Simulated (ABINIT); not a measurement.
# BaZrO3 (Pm-3m) in ABINIT: notebook

The runs below take BaZrO3 through band structure, with rPW86PBE, RPBE, PW91, LDA-PZ, BP86.

Everything below comes from runs of ABINIT 10.8.3 (patched build). Logs are shortened: lines on timing, memory, paths and dates and some standing lists are left out, and cuts for length are marked. The log counts tension as positive stress, the text compression.

### 1 The structure

It takes space group Pm-3m (No. 221, cubic). The conventional cell has a = 4.191 Å, b = 4.191 Å, c = 4.191 Å, α = 90.00°, β = 90.00°, γ = 90.00°. Ba (site symmetry m-3m) is surrounded by 12 O at 2.96 Å. Around Zr (site symmetry m-3m) lie 6 O at 2.10 Å. O (site symmetry 4/mmm) is surrounded by 2 Zr at 2.10 Å.

### 2 Band structure, rPW86PBE

Contents of run.abi:

```
ndtset 2

pp_dirpath "./"
pseudos "Ba.GGA_PBE-JTH.xml, Zr.GGA_PBE-JTH.xml, O.GGA_PBE-JTH.xml"

acell 3*1.0 Angstrom
rprim
     4.1913400000     0.0000000000     0.0000000000
     0.0000000000     4.1913400000     0.0000000000
     0.0000000000     0.0000000000     4.1913400000
ntypat 3
znucl 56 40 8
natom 5
typat 1 2 3 3 3
xred
     0.0000000000     0.0000000000     0.0000000000
     0.5000000000     0.5000000000     0.5000000000
     0.5000000000     0.5000000000     0.0000000000
     0.5000000000     0.0000000000     0.5000000000
     0.0000000000     0.5000000000     0.5000000000

ecut 23.0
pawecutdg 45.0

ixc -144130

occopt 3
tsmear 0.05 eV

nstep 100

iomode 3
prtwf 0
prteig 0
prtebands 0
prtden1 1

kptopt1 1
ngkpt1 6 6 6
nshiftk1 1
shiftk1 0.0 0.0 0.0
nband1 24
tolvrs1 1.0e-9

iscf2 -2
getden2 1
nband2 30
nbdbuf2 4
tolwfr2 1.0e-11
kptopt2 -5
ndivsm2 6
prteig2 1
kptbounds2
     0.0000000000     0.0000000000     0.0000000000
     0.0000000000     0.5000000000     0.0000000000
     0.5000000000     0.5000000000     0.0000000000
     0.0000000000     0.0000000000     0.0000000000
     0.5000000000     0.5000000000     0.5000000000
     0.0000000000     0.5000000000     0.0000000000
```

Potentials or basis: JTH PAW PBE v2.0.

Run with:

```sh
$ abinit run.abi > log 2>&1
```

run.abo:

```text
.Version 10.8.3 of ABINIT
 DATASET    1 : space group Pm -3 m (#221); Bravais cP (primitive cubic)
================================================================================
 Values of the parameters that define the memory need for DATASET  1.
     intxc =       0    ionmov =       0      iscf =      17    lmnmax =      18
     lnmax =       6     mgfft =      36  mpssoang =       3    mqgrid =    3001
     natom =       5  nloc_mem =       2    nspden =       1   nspinor =       1
    nsppol =       1      nsym =      48    n1xccc =       1    ntypat =       3
    occopt =       3   xclevel =       2
       mpw =        2632          nfft =       46656          nkpt =          20
 PAW method is used; the additional fine FFT grid is defined by:
   mgfftf=        48    nfftf =    110592
================================================================================
================================================================================

 DATASET    2 : space group Pm -3 m (#221); Bravais cP (primitive cubic)
================================================================================
 Values of the parameters that define the memory need for DATASET  2.
     intxc =       0    ionmov =       0      iscf =      -2    lmnmax =      18
     lnmax =       6     mgfft =      36  mpssoang =       3    mqgrid =    3001
     natom =       5  nloc_mem =       2    nspden =       1   nspinor =       1
    nsppol =       1      nsym =      48    n1xccc =       1    ntypat =       3
    occopt =       3   xclevel =       2
       mpw =        2657          nfft =       46656          nkpt =          39
 PAW method is used; the additional fine FFT grid is defined by:
   mgfftf=        48    nfftf =    110592
================================================================================
================================================================================

--------------------------------------------------------------------------------
------------- Echo of variables that govern the present computation ------------
--------------------------------------------------------------------------------
 -outvars: echo values of preprocessed input variables --------
            acell      1.8897261259E+00  1.8897261259E+00  1.8897261259E+00 Bohr
              amu      1.37327000E+02  9.12240000E+01  1.59994000E+01
             ecut      2.30000000E+01 Hartree
           getden1          0
           getden2          1
             iscf1         17
             iscf2         -2
              ixc     -144130
           jdtset        1    2
           kptopt1          1
           kptopt2         -5
         kptrlatt        6    0    0      0    6    0      0    0    6
          kptrlen1     4.75229082E+01
          kptrlen2     3.00000000E+01
            natom           5
            nband1         24
            nband2         30
           nbdbuf1          0
           nbdbuf2          4
           ndtset           2
           ndivsm1          0
           ndivsm2          6
            ngfft          36      36      36
          ngfftdg          48      48      48
             nkpt1         20
             nkpt2         39
            nstep         100
             nsym          48
           ntypat           3
           occopt           3
        pawecutdg      4.50000000E+01 Hartree
         pawxcdev           0
        prtebands           0
           prteig1          0
           prteig2          1
            prtwf           0
            rprim      4.1913400000E+00  0.0000000000E+00  0.0000000000E+00
                       0.0000000000E+00  4.1913400000E+00  0.0000000000E+00
                       0.0000000000E+00  0.0000000000E+00  4.1913400000E+00
           shiftk1     0.00000000E+00  0.00000000E+00  0.00000000E+00
           shiftk2     5.00000000E-01  5.00000000E-01  5.00000000E-01
          spgroup         221
           tolvrs1     1.00000000E-09
           tolvrs2     0.00000000E+00
           tolwfr1     0.00000000E+00
           tolwfr2     1.00000000E-11
           tsmear      1.83746611E-03 Hartree
            typat      1  2  3  3  3
           useylm           1
           xangst      0.0000000000E+00  0.0000000000E+00  0.0000000000E+00
[... 667 lines left out ...]
  3.09E-12  9.16E-12  5.36E-12  3.73E-12  2.37E-12  3.69E-12  5.56E-12  1.64E-12
  1.12E-12  7.45E-12  3.02E-12  4.91E-12  5.35E-12  2.99E-12  8.09E-12  6.86E-12
  6.18E-12  6.68E-12  1.40E-10  1.31E-09  1.26E-08  1.90E-09
 -1.5492E+00 -7.5728E-01 -7.4334E-01 -7.4334E-01 -7.3833E-01 -4.2369E-01
 -4.0619E-01 -3.7263E-01 -1.9645E-01 -1.9645E-01 -1.9169E-01  5.0957E-02
  1.1397E-01  1.1397E-01  1.1852E-01  1.2051E-01  1.2051E-01  1.2216E-01
  1.6671E-01  1.6671E-01  3.1888E-01  3.9398E-01  3.9398E-01  4.2072E-01
  4.3006E-01  4.5370E-01  4.5810E-01  4.9790E-01  4.9790E-01  5.1074E-01

--- !ResultsGS
iteration_state: {dtset: 2, }
comment   : Summary of ground state results
lattice_vectors:
- [  7.9204847,   0.0000000,   0.0000000, ]
- [  0.0000000,   7.9204847,   0.0000000, ]
- [  0.0000000,   0.0000000,   7.9204847, ]
lattice_lengths: [   7.92048,    7.92048,    7.92048, ]
lattice_angles: [ 90.000,  90.000,  90.000, ] # degrees, (23, 13, 12)
lattice_volume:   4.9688430E+02
convergence: {deltae:  0.000E+00, res2:  0.000E+00, residm:  9.976E-12, diffor:  0.000E+00, }
etotal    :  -1.22473845E+02
entropy   :   0.00000000E+00
fermie    :   2.43324582E-01
cartesian_stress_tensor: null
pressure_GPa: null
xred      :
- [  0.0000E+00,   0.0000E+00,   0.0000E+00, Ba]
- [  5.0000E-01,   5.0000E-01,   5.0000E-01, Zr]
- [  5.0000E-01,   5.0000E-01,   0.0000E+00,  O]
- [  5.0000E-01,   0.0000E+00,   5.0000E-01,  O]
- [  0.0000E+00,   5.0000E-01,   5.0000E-01,  O]
cartesian_forces: null
force_length_stats: {min: null, max: null, mean: null, }
...

 Integrated electronic density in atomic spheres:
 ------------------------------------------------
 Atom  Sphere_radius  Integrated_density
    1        2.31519          6.48654279
    2        2.22030          8.99322154
    3        1.41465          4.56802309
    4        1.41465          4.56802309
    5        1.41465          4.56802309

================================================================================

 ----iterations are completed or convergence reached----

 Mean square residual over all n,k,spin=   51.508E-13; max=  99.764E-13
 reduced coordinates (array xred) for    5 atoms
       0.000000000000      0.000000000000      0.000000000000
       0.500000000000      0.500000000000      0.500000000000
       0.500000000000      0.500000000000      0.000000000000
       0.500000000000      0.000000000000      0.500000000000
       0.000000000000      0.500000000000      0.500000000000

 cartesian coordinates (angstrom) at end:
    1      0.00000000000000     0.00000000000000     0.00000000000000
    2      2.09567000000000     2.09567000000000     2.09567000000000
    3      2.09567000000000     2.09567000000000     0.00000000000000
    4      2.09567000000000     0.00000000000000     2.09567000000000
    5      0.00000000000000     2.09567000000000     2.09567000000000
 length scales=  1.889726125908  1.889726125908  1.889726125908 bohr
              =  1.000000000000  1.000000000000  1.000000000000 angstroms
 Eigenvalues (hartree) for nkpt=  39  k points:
 kpt#   1, nband= 30, wtk=  1.00000, kpt=  0.0000  0.0000  0.0000 (reduced coord)
  -1.54931   -0.74544   -0.74358   -0.74358   -0.74358   -0.41736   -0.40705   -0.40705
  -0.19902   -0.19902   -0.19902    0.13072    0.13072    0.13072    0.14718    0.14718
   0.14718    0.17511    0.17511    0.17511    0.30292    0.30292    0.30292    0.35592
   0.35592    0.40318    0.45872    0.45877    0.49629    0.49629
 kpt#   2, nband= 30, wtk=  1.00000, kpt=  0.0000  0.0833  0.0000 (reduced coord)
  -1.54930   -0.74704   -0.74357   -0.74357   -0.74245   -0.41711   -0.40700   -0.40562
  -0.19885   -0.19885   -0.19852    0.12679    0.12986    0.12986    0.14467    0.14467
   0.14520    0.16781    0.17415    0.17415    0.30383    0.30890    0.30890    0.36013
   0.36023    0.40890    0.45874    0.46715    0.49393    0.49748
 kpt#   3, nband= 30, wtk=  1.00000, kpt=  0.0000  0.1667  0.0000 (reduced coord)
  -1.54928   -0.74968   -0.74352   -0.74352   -0.74108   -0.41763   -0.40684   -0.40039
  -0.19839   -0.19839   -0.19717    0.11450    0.12736    0.12736    0.13837    0.13837
   0.14006    0.15176    0.17198    0.17198    0.30640    0.32482    0.32482    0.37159
   0.37233    0.42437    0.45876    0.48542    0.48883    0.50022
 kpt#   4, nband= 30, wtk=  1.00000, kpt=  0.0000  0.2500  0.0000 (reduced coord)
  -1.54925   -0.75249   -0.74346   -0.74346   -0.73995   -0.41940   -0.40663   -0.39185
[... 164 lines left out ...]
  -1.54915   -0.75615   -0.74471   -0.74466   -0.73908   -0.41695   -0.40168   -0.37385
  -0.19966   -0.19492   -0.19464    0.05025    0.08633    0.10316    0.10658    0.11502
   0.14579    0.14656    0.14779    0.15271    0.33980    0.39422    0.39479    0.43511
   0.44496    0.47404    0.47615    0.48073    0.49282    0.54443
 kpt#  38, nband= 30, wtk=  1.00000, kpt=  0.0625  0.5000  0.0625 (reduced coord)
  -1.54918   -0.75698   -0.74370   -0.74368   -0.73853   -0.42195   -0.40503   -0.37299
  -0.19729   -0.19582   -0.19251    0.05075    0.10236    0.11108    0.11190    0.11468
   0.13328    0.13468    0.16152    0.16234    0.32468    0.39347    0.39401    0.42487
   0.43484    0.45878    0.46464    0.48990    0.49486    0.52328
 kpt#  39, nband= 30, wtk=  1.00000, kpt=  0.0000  0.5000  0.0000 (reduced coord)
  -1.54919   -0.75728   -0.74334   -0.74334   -0.73833   -0.42369   -0.40619   -0.37263
  -0.19645   -0.19645   -0.19169    0.05096    0.11397    0.11397    0.11852    0.12051
   0.12051    0.12216    0.16671    0.16671    0.31888    0.39398    0.39398    0.42072
   0.43006    0.45370    0.45810    0.49790    0.49790    0.51074

== END DATASET(S) ==============================================================
================================================================================

 -outvars: echo values of variables after computation  --------
            acell      1.8897261259E+00  1.8897261259E+00  1.8897261259E+00 Bohr
           etotal1    -1.2247384474E+02
            fcart1    -0.0000000000E+00 -0.0000000000E+00 -0.0000000000E+00
                      -0.0000000000E+00 -0.0000000000E+00 -0.0000000000E+00
                      -0.0000000000E+00 -0.0000000000E+00 -0.0000000000E+00
                      -0.0000000000E+00 -0.0000000000E+00 -0.0000000000E+00
                      -0.0000000000E+00 -0.0000000000E+00 -0.0000000000E+00
            rprim      4.1913400000E+00  0.0000000000E+00  0.0000000000E+00
                       0.0000000000E+00  4.1913400000E+00  0.0000000000E+00
                       0.0000000000E+00  0.0000000000E+00  4.1913400000E+00
           strten1    -3.0687933281E-04 -3.0687933281E-04 -3.0687933281E-04
                       0.0000000000E+00  0.0000000000E+00  0.0000000000E+00
           xangst      0.0000000000E+00  0.0000000000E+00  0.0000000000E+00
                       2.0956700000E+00  2.0956700000E+00  2.0956700000E+00
                       2.0956700000E+00  2.0956700000E+00  0.0000000000E+00
                       2.0956700000E+00  0.0000000000E+00  2.0956700000E+00
                       0.0000000000E+00  2.0956700000E+00  2.0956700000E+00
             xred      0.0000000000E+00  0.0000000000E+00  0.0000000000E+00
                       5.0000000000E-01  5.0000000000E-01  5.0000000000E-01
                       5.0000000000E-01  5.0000000000E-01  0.0000000000E+00
                       5.0000000000E-01  0.0000000000E+00  5.0000000000E-01
                       0.0000000000E+00  5.0000000000E-01  5.0000000000E-01
 Calculation completed.
```

It took 1.9 min on 1 thread of Intel Xeon at 2.70GHz, shared host; peak memory 0.16 GiB.

What came out:

```
Free energy                                           : -3332.6831 eV
Pressure                                              : 9.0 GPa
Band gap on the k mesh                                : 3.26 eV, indirect (least direct gap 3.48 eV)
Band gap along the path                               : 3.26 eV, indirect (least direct gap 3.48 eV)
Valence electrons inside the program's atomic spheres : Ba 6.49; Zr 8.99; O 4.57
```

Levels at the corners of the path, in eV from the valence-band top:
```
point  band 17  band 18  band 19  band 20  band 21  band 22  band 23  band 24
    Γ    -0.98    -0.22    -0.22    -0.22     3.26     3.26     3.26     4.70
    X    -1.70    -1.66    -0.44    -0.44     3.70     5.74     5.74     6.47
    M    -0.91    -0.91    -0.77    -0.07     5.71     5.71     6.49     6.56
    Γ    -0.98    -0.22    -0.22    -0.22     3.26     3.26     3.26     4.70
    R    -2.49     0.00     0.00     0.00     6.05     6.05     6.05     7.02
    X    -1.70    -1.66    -0.44    -0.44     3.70     5.74     5.74     6.47
```

Caveat: this set's barium file shifts pressures by 1.5 GPa and gaps by 0.1 eV against other sets; the PAW data sets were made with another functional, which shifts forces and pressure a little; spin-orbit coupling is left out, which moves the levels of the heavy elements.

### 3 Band structure, RPBE

Changes to run.abi since step 2:

```diff
@@ -5,7 +5,7 @@
 
-acell 3*1.0 Angstrom
+acell 4.19134 4.19134 4.19134 Angstrom
 rprim
-     4.1913400000     0.0000000000     0.0000000000
-     0.0000000000     4.1913400000     0.0000000000
-     0.0000000000     0.0000000000     4.1913400000
+     1.0000000000     0.0000000000     0.0000000000
+     0.0000000000     1.0000000000     0.0000000000
+     0.0000000000     0.0000000000     1.0000000000
 ntypat 3
@@ -21,9 +21,9 @@
 
-ecut 23.0
+ecut 625.861884 eV
 pawecutdg 45.0
 
-ixc -144130
+ixc 15
 
 occopt 3
-tsmear 0.05 eV
+tsmear 0.00183747
 
@@ -35,2 +35,3 @@
 prtebands 0
+enunit 1
 prtden1 1
@@ -52,2 +53,3 @@
 prteig2 1
+prtvol2 -3
 kptbounds2
```

Potentials or basis: JTH PAW PBE v2.0.

Run with:

```sh
$ abinit run.abi > log 2>&1
```

Run time: 1.8 min. Hardware: 1 thread of Intel Xeon at 2.70GHz, shared host; peak memory 0.16 GiB.

The run converged. Its results:

```
Free energy                                           : -3319.1102 eV
Pressure                                              : 8.0 GPa
Band gap on the k mesh                                : 3.24 eV, indirect (least direct gap 3.46 eV)
Band gap along the path                               : 3.24 eV, indirect (least direct gap 3.46 eV)
Valence electrons inside the program's atomic spheres : Ba 6.51; Zr 9.01; O 4.55
```

Levels at the corners of the path, in eV from the valence-band top:
```
point  band 16  band 17  band 18  band 19  band 20  band 21  band 22  band 23  band 24  band 25
    Γ    -0.98    -0.98    -0.22    -0.22    -0.22     3.24     3.24     3.24     4.78     4.78
    X    -1.72    -1.72    -1.65    -0.45    -0.45     3.68     5.74     5.74     6.52     6.78
    M    -2.37    -0.93    -0.93    -0.78    -0.07     5.71     5.71     6.51     6.54     7.75
    Γ    -0.98    -0.98    -0.22    -0.22    -0.22     3.24     3.24     3.24     4.78     4.78
    R    -2.53    -2.53     0.00     0.00     0.00     6.04     6.04     6.04     7.02     7.02
    X    -1.72    -1.72    -1.65    -0.45    -0.45     3.68     5.74     5.74     6.52     6.78
```

Caveat: this set's barium file shifts pressures by 1.5 GPa and gaps by 0.1 eV against other sets; the PAW data sets were made with another functional, which shifts forces and pressure a little; spin-orbit coupling is left out, which moves the levels of the heavy elements.

### 4 Band structure, PW91

Contents of run.abi:

```
# Datasets: ground state, then fixed potential
ndtset 2

# Pseudopotentials
pp_dirpath "./"
pseudos "Ba.GGA_PBE-JTH.xml, Zr.GGA_PBE-JTH.xml, O.GGA_PBE-JTH.xml"

# Structure
acell 3*1.0
rprim
     7.9204846952     0.0000000000     0.0000000000
     0.0000000000     7.9204846952     0.0000000000
     0.0000000000     0.0000000000     7.9204846952
ntypat 3
znucl 56 40 8
natom 5
typat 1 2 3 3 3
xcart
     0.0000000000     0.0000000000     0.0000000000
     3.9602423476     3.9602423476     3.9602423476
     3.9602423476     3.9602423476     0.0000000000
     3.9602423476     0.0000000000     3.9602423476
     0.0000000000     3.9602423476     3.9602423476

# Plane-wave basis
ecut 23.0
pawecutdg 45.0

# Exchange and correlation
ixc -109134

# Bands and occupations
occopt 3
tsmear 0.00183747

# SCF cycle
nstep 100

# Output
iomode 3
prtwf 0
prteig 0
prtebands 0
enunit 1
prtden1 1

# Dataset 1
kptopt1 1
ngkpt1 6 6 6
nshiftk1 1
shiftk1 0.0 0.0 0.0
nband1 24
tolvrs1 1.0e-9

# Dataset 2: bands along G-X-M-G-R-X
iscf2 -2
getden2 1
nband2 30
nbdbuf2 4
tolwfr2 1.0e-11
kptopt2 -5
ndivsm2 5
prteig2 1
prtvol2 -3
kptbounds2
     0.0000000000     0.0000000000     0.0000000000
     0.0000000000     0.5000000000     0.0000000000
     0.5000000000     0.5000000000     0.0000000000
     0.0000000000     0.0000000000     0.0000000000
     0.5000000000     0.5000000000     0.5000000000
     0.0000000000     0.5000000000     0.0000000000
```

Run with:

```sh
$ abinit run.abi > log 2>&1
```

Run time: 1.8 min. Hardware: 1 thread of Intel Xeon at 2.70GHz, shared host; peak memory 0.16 GiB.

The run converged. Its results:

* Free energy: -3329.1766 eV
* Pressure: 3.9 GPa
* Band gap on the k mesh: 3.20 eV, indirect (least direct gap 3.42 eV)
* Band gap along the path: 3.20 eV, indirect (least direct gap 3.42 eV)
* Valence electrons inside the program's atomic spheres: Ba 6.50; Zr 9.01; O 4.55

Levels at the corners of the path, in eV from the valence-band top:
| point | band 16 | band 17 | band 18 | band 19 | band 20 | band 21 | band 22 | band 23 | band 24 | band 25 |
| --- | --- | --- | --- | --- | --- | --- | --- | --- | --- | --- |
| Γ | -0.98 | -0.98 | -0.22 | -0.22 | -0.22 | 3.20 | 3.20 | 3.20 | 4.68 | 4.68 |
| X | -1.73 | -1.73 | -1.67 | -0.45 | -0.45 | 3.64 | 5.71 | 5.71 | 6.46 | 6.71 |
| M | -2.39 | -0.93 | -0.93 | -0.79 | -0.07 | 5.68 | 5.68 | 6.47 | 6.52 | 7.70 |
| Γ | -0.98 | -0.98 | -0.22 | -0.22 | -0.22 | 3.20 | 3.20 | 3.20 | 4.68 | 4.68 |
| R | -2.53 | -2.53 | 0.00 | 0.00 | 0.00 | 6.01 | 6.01 | 6.01 | 7.00 | 7.00 |
| X | -1.73 | -1.73 | -1.67 | -0.45 | -0.45 | 3.64 | 5.71 | 5.71 | 6.46 | 6.71 |

Caveat: this set's barium file shifts pressures by 1.5 GPa and gaps by 0.1 eV against other sets; the PAW data sets were made with another functional, which shifts forces and pressure a little; spin-orbit coupling is left out, which moves the levels of the heavy elements. Expect the measured gap to be larger: semilocal functionals such as PW91 lack the derivative discontinuity.

(Part 1 of 2 ends here.)
